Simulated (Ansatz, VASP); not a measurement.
Given: the input of a run of Ansatz 0.2.0 on CoO.

File input.yaml:

```yaml
crystal:
  lattice:
    - [0.0, 2.13150166, 2.13150166]
    - [2.13150166, 0.0, 2.13150166]
    - [2.13150166, 2.13150166, 0.0]
  atoms:
    - { symbol: Co, position: [0.0, 0.0, 0.0], spin: 0.49 }
    - { symbol: O, position: [0.5, 0.5, 0.5] }
hamiltonian:
  xc: pbesol
  pseudopotentials: { kind: paw }
magnetization:
  spin_polarized: true
kpoints:
  mp_grid: { grid: [8, 8, 8] }
scf:
  occupations: { method: gaussian, width: 0.05 }
output:
  forces: true
  stress: true
  eigenvalues: true
```

Potentials or basis: Ansatz PAW.

Command:

```sh
$ ansatz run input.yaml --threads 2 --pin off --max-ram 5632MiB --backend cpu --events-out ev --progress --plain --runs-dir out
```

Task: Set up the same calculation for VASP 6.6.1. Potentials there: VASP PAW PBE potentials, release 64 (Co, O).

Result: As run (the cutoff follows the program's own potentials):

INCAR

```
PREC = Accurate
ENCUT = 520
EDIFF = 1E-7
ISMEAR = 0
SIGMA = 0.05
LREAL = False
LASPH = True
NELM = 100
ALGO = Normal
ISIF = 2
LWAVE = False
LCHARG = False
ISPIN = 2
MAGMOM = 0.49 0
LORBIT = 11
LMAXMIX = 4
GGA = PS
```

Contents of KPOINTS:

```
regular mesh
0
Gamma
  8 8 8
```

Contents of POSCAR:

```
CoO
1.0
    0.0000000000      2.1315016600      2.1315016600
    2.1315016600      0.0000000000      2.1315016600
    2.1315016600      2.1315016600      0.0000000000
Co O
1 1
Direct
    0.0000000000      0.0000000000      0.0000000000
    0.5000000000      0.5000000000      0.5000000000
```

Potentials or basis: VASP PAW PBE potentials, release 64 (Co, O).

Run with:

```sh
$ cat potpaw_PBE.64/Co/POTCAR potpaw_PBE.64/O/POTCAR > POTCAR
$ mpirun -np 1 vasp_std > vasp.out
```

Both were run:

|  | VASP | Ansatz | Ansatz less VASP |
| --- | --- | --- | --- |
| gap on the k mesh at the Fermi level (eV) | none | none | - |
| pressure (GPa) | -11.8 | -11.1 | +0.76 |
| net moment per atom (μB) | 1.45 | 1.48 | +0.023 |
| size of the moment on the site where the two differ most (μB) | 2.55 | 2.50 | -0.047 |

Site moments also hang on the region over which each program counts them. A gap of «none» marks a metal or a gap that the smearing closes. The functional is the same, so the differences come from potentials, cutoffs and numerics. The two sets of potentials don't hold the same shells in valence.

Caveats: a cell with one magnetic atom can't hold antiferromagnetic order, which such compounds often take; semilocal functionals often make such compounds metallic where correlation or magnetic order opens a gap, which also shifts bond lengths; the PAW data sets were made with another functional, which shifts forces and pressure a little (VASP); the pressure holds a Pulay correction of +0.8 GPa for the finite cutoff (Ansatz); the PAW data sets come from PBE, with cores solved anew for the run's functional, which leaves a small shift of forces and pressure (Ansatz). With open d or f shells a metallic result of PBEsol can be an artefact of self-interaction; +U or a hybrid may open a gap.
